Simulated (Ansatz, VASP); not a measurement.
# One calculation of TaN, two programs

```
Ta N
1.0
     3.03370    0.00000    0.00000
    -1.51685    2.62726    0.00000
     0.00000    0.00000    2.76310
Ta N
1 1
Direct
  0.33333 0.66667 0.50000
  0.00000 0.00000 0.00000
```

Alike in both runs: task single point; functional PBEsol; k mesh 18 × 18 × 16; occupations gaussian, width 0.15 eV; no spin polarisation.

|  | VASP | Ansatz |
| --- | --- | --- |
| version | VASP 6.6.1 | Ansatz 0.2.0 |
| potentials or method | VASP PAW PBE potentials, release 64 (Ta_pv, N) | scalar-relativistic, plane waves, PAW |
| plane-wave cutoff (eV) | 520 | 520 |
| valence electrons in the cell | 16 | 18 |

```csv
,VASP,Ansatz,Ansatz less VASP
gap on the k mesh at the Fermi level (eV),none,none,-
pressure (GPa),-8.0,-8.7,-0.73
largest component of the traceless stress (GPa),30.78,30.63,-0.150
```

A gap of «none» marks a metal or a gap that the smearing closes. With one functional, cell and mesh, what is left measures potentials, basis and numerics. The two sets of potentials don't hold the same shells in valence.

Caveats: the PAW data sets were made with another functional, which shifts forces and pressure a little (VASP). The runs have no spin-orbit coupling, so splittings on Ta are missing.
